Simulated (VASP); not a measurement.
# KBr: the relaxed cell at several levels of theory, part 2 of 2

Aim: relax KBr at several levels of theory and compare the cells. The starting structure is a measured crystal structure from the Crystallography Open Database. The first relaxation on each setting starts from this cell expanded by 3 % in volume.

VASP 6.6.1.

Results so far: PBEsol 35.25 Å³ an atom; LDA 32.45 Å³ an atom; PBE 37.80 Å³ an atom; PBEsol + D3(BJ) 33.09 Å³ an atom.

### 6. Relaxation with r2SCAN

Level of this step: r2SCAN; plane waves and PAW (Br, K_sv) (VASP).

r2SCAN adds the kinetic-energy density, costs more than a GGA and is run with LASPH. This run starts from the cell of an earlier relaxation, which isn't shown; the restart sets up the plane waves anew.

File INCAR:

```
SYSTEM = KBr
PREC = Accurate
ENCUT = 450
EDIFF = 1E-06
NELM = 100
ISMEAR = 0
SIGMA = 0.03
LREAL = .FALSE.
ALGO = Normal
METAGGA = R2SCAN
LASPH = .TRUE.
NBANDS = 14
LORBIT = 11
LWAVE = .FALSE.
LCHARG = .FALSE.
KPAR = 4
IBRION = 2
NSW = 50
ISIF = 3
EDIFFG = -0.006
```

File POSCAR:

```
KBr
1.0
    0.0000000000      3.3041904410      3.3041904410
    3.3041904410      0.0000000000      3.3041904410
    3.3041904410      3.3041904410      0.0000000000
Br K
1 1
Direct
    0.5000000000      0.5000000000      0.5000000000
    0.0000000000      0.0000000000      0.0000000000
```

File KPOINTS:

```
Automatic mesh
0
Gamma
6 6 6
0 0 0
```

Potentials, in the order of the species: Br and K_sv (PBE family, release 64).

Run with:

```sh
$ mpirun -np 4 vasp_std
```

The log of the run:

```text
[banner, memory and clock lines left out]
running    4 mpi-ranks, on    1 nodes
[...]
[... a notice as in an earlier step ...]

 LDA part: xc-table for (None), standard interpolation
 POSCAR, INCAR and KPOINTS ok, starting setup
[...]
entering main loop
       N       E                     dE             d eps       ncg     rms          rms(c)
DAV:   1     0.772410109283E+02    0.77241E+02   -0.65455E+03   448   0.918E+02
DAV:   2    -0.205136821648E+02   -0.97755E+02   -0.91534E+02   532   0.236E+02
DAV:   3    -0.266783744092E+02   -0.61647E+01   -0.61288E+01   622   0.533E+01
DAV:   4    -0.270128819949E+02   -0.33451E+00   -0.33425E+00   696   0.105E+01
[...]
DAV:  10    -0.232473533946E+02   -0.14328E-03   -0.91555E-05   616   0.748E-02    0.538E-02
DAV:  11    -0.232474854466E+02   -0.13205E-03   -0.10728E-04   460   0.976E-02    0.709E-03
DAV:  12    -0.232474849466E+02    0.50004E-06   -0.24357E-06   598   0.111E-02
   1 F= -.23247485E+02 E0= -.23247485E+02  d E =-.232475E+02
[...]
reached required accuracy - stopping structural energy minimisation
```

Wall time 26 s (4 MPI ranks of AMD EPYC 7R43, shared host); peak memory 0.6 GiB.

OUTCAR, selected parts (step 6):

```text
  Total        0.0031154      0.0031154      0.0031154      0.0000000      0.0000000     -0.0000000
  in kB        0.0691833      0.0691833      0.0691833      0.0000000      0.0000000     -0.0000000
  external PRESSURE =       0.0691833 kB  Pullay stress =       0.0000000 kB

 POSITION                                       TOTAL-FORCE (eV/Angst)
 -----------------------------------------------------------------------------------
      3.30419      3.30419      3.30419         0.000000      0.000000      0.000000
      0.00000      0.00000      0.00000        -0.000000     -0.000000     -0.000000
 -----------------------------------------------------------------------------------
    total drift:                                0.000000     -0.000000     -0.000000

  FREE ENERGIE OF THE ION-ELECTRON SYSTEM (eV)
  ---------------------------------------------------
  free  energy   TOTEN  =       -23.2474849466 eV

  energy  without entropy=      -23.2474849466  energy(sigma->0) =      -23.24748495

[... 2 parts as in an earlier step ...]

[... 2 further parts left out ...]
[key lines of the parts left out:]
E-fermi :  -2.0306
```

With r2SCAN the relaxed cell holds 36.074 Å³ an atom, +0.38 % against the measured cell, with a = 6.608 Å. That is +2.33 % from PBEsol.

### 7. Relaxation with r2SCAN + rVV10

rVV10 adds a nonlocal correlation energy for dispersion. This run starts from the cell of an earlier relaxation, which isn't shown; the restart sets up the plane waves anew.

Changes to INCAR since step 6:

```diff
@@ -10,2 +10,6 @@
 METAGGA = R2SCAN
+LUSE_VDW = .TRUE.
+IVDW_NL = 2
+BPARAM = 11.95
+CPARAM = 0.0093
 LASPH = .TRUE.
```

File POSCAR:

```
KBr
1.0
    0.0000000000      3.2723192758      3.2723192758
    3.2723192758      0.0000000000      3.2723192758
    3.2723192758      3.2723192758      0.0000000000
Br K
1 1
Direct
    0.5000000000      0.5000000000      0.5000000000
    0.0000000000      0.0000000000      0.0000000000
```

KPOINTS is that of step 6.

Run with:

```sh
$ mpirun -np 4 vasp_std
```

The log of the run:

```text
[banner, memory and clock lines left out]
running    4 mpi-ranks, on    1 nodes
[...]
|                                                                             |
|               ----> ADVICE to this user running VASP <----                  |
|                                                                             |
|     You have switched on vdW-DFT.                                           |
|     This routine was written and supplied by Jiri Klimes. We recommend      |
|     that you carefully read and cite the following publications:            |
|       J. Klimes, D.R. Bowler, A. Michelides                                 |
|          J. Phys.: Cond Matt. 22 022201 (2010)                              |
|       J. Klimes, D.R. Bowler, A. Michelides                                 |
|          Phys. Rev. B. 83, 195131 (2011)                                    |
|     and references therein.                                                 |
|                                                                             |

[...]
DAV:  10    -0.227336629690E+02   -0.95632E-04   -0.71516E-05   624   0.664E-02    0.515E-02
Total rVV10 correction in eV:      0.5090963    16.8945498
Total rVV10 correction in eV:      0.5090963    16.8945498
Total rVV10 correction in eV:      0.5090963    16.8945498
Total rVV10 correction in eV:      0.5090963    16.8945498
DAV:  11    -0.227337687712E+02   -0.10580E-03   -0.87418E-05   460   0.927E-02    0.665E-03
Total rVV10 correction in eV:      0.5091298    16.8945498
Total rVV10 correction in eV:      0.5091298    16.8945498
Total rVV10 correction in eV:      0.5091298    16.8945498
Total rVV10 correction in eV:      0.5091298    16.8945498
DAV:  12    -0.227337682742E+02    0.49696E-06   -0.19738E-06   578   0.104E-02
Total rVV10 correction in eV:      0.5091514    16.8945498
Total rVV10 correction in eV:      0.5091514    16.8945498
Total rVV10 correction in eV:      0.5091514    16.8945498
Total rVV10 correction in eV:      0.5091514    16.8945498
Total rVV10 correction in eV:      0.5091458    16.8945498
Total rVV10 correction in eV:      0.5091458    16.8945498
Total rVV10 correction in eV:      0.5091458    16.8945498
Total rVV10 correction in eV:      0.5091458    16.8945498
   1 F= -.22733768E+02 E0= -.22733768E+02  d E =-.227338E+02
[...]
reached required accuracy - stopping structural energy minimisation
```

Elapsed: 63 s, on 4 MPI ranks; peak memory 1.1 GiB.

Parts of OUTCAR (step 7):

```text
  Total        0.0033512      0.0033512      0.0033512      0.0000000     -0.0000000     -0.0000000
  in kB        0.0766142      0.0766142      0.0766142      0.0000000     -0.0000000     -0.0000000
  external PRESSURE =       0.0766142 kB  Pullay stress =       0.0000000 kB

 POSITION                                       TOTAL-FORCE (eV/Angst)
 -----------------------------------------------------------------------------------
      3.27232      3.27232      3.27232         0.000000      0.000000      0.000000
      0.00000      0.00000      0.00000         0.000000      0.000000      0.000000
 -----------------------------------------------------------------------------------
    total drift:                                0.000000     -0.000000     -0.000000

  FREE ENERGIE OF THE ION-ELECTRON SYSTEM (eV)
  ---------------------------------------------------
  free  energy   TOTEN  =       -22.7337682742 eV

  energy  without entropy=      -22.7337682742  energy(sigma->0) =      -22.73376827

[... 2 parts as in an earlier step ...]

[... 2 further parts left out ...]
[key lines of the parts left out:]
E-fermi :  -1.8510
```

With r2SCAN + rVV10 the relaxed cell holds 35.040 Å³ an atom, -2.50 % against the measured cell, with a = 6.545 Å. That is -0.60 % from PBEsol.

### 8. All runs side by side

```csv
level,volume (Å³/atom),against the measured cell (%),a (Å),pressure left (GPa),core minutes
PBEsol,35.252,-1.91,6.5578,-0.01,2.23
LDA,32.455,-9.69,6.3795,0.01,1.97
PBE,37.799,5.18,6.7121,-0.02,3.03
PBEsol + D3(BJ),33.091,-7.92,6.421,0.02,2.81
r2SCAN,36.074,0.38,6.6084,0.01,9.67
r2SCAN + rVV10,35.04,-2.5,6.5446,0.01,27.3
```

Core minutes are wall time times ranks, summed over the relaxations behind a row (those for a bulk modulus apart), on shared hosts.

### 9. Summary of results

| Item | Value |
| --- | --- |
| volume, PBEsol | 35.25 Å³/atom |
| volume, LDA | 32.45 Å³/atom |
| volume, PBE | 37.80 Å³/atom |
| volume, PBEsol + D3(BJ) | 33.09 Å³/atom |
| volume, r2SCAN | 36.07 Å³/atom |
| volume, r2SCAN + rVV10 | 35.04 Å³/atom |

What this shows: Across 6 levels the volume of KBr spans 16.5 %, from 32.45 Å³ an atom (LDA) to 37.80 Å³ (PBE). Against the measured volume of the starting structure, r2SCAN comes nearest (+0.4 %) and LDA lies farthest (-9.7 %). The measured cell holds zero-point expansion and, unless it was taken cold, thermal expansion, which the runs lack, so small differences decide nothing. Adding D3(BJ) to PBEsol changes the volume by -6.1 %. Adding rVV10 to r2SCAN changes the volume by -2.9 %. LASPH is on in some of these runs and off in others, which adds a little to the differences. All runs keep the symmetry of the start, so they can't find a distortion of lower symmetry. Further runs on this material are not shown.

[Lines on the potential files, build, host, timing and source positions are cut from VASP's logs without a mark.]

[Logs are printed without paths, hosts, clocks, repeated set-up lines and the standing remarks that a program may print on its own settings, such as how far it seeks lower states.]

[Hosts, paths, dates, database ids (printed as entryN), source tags and the programs' standing remarks are cut or masked in the printed files.]
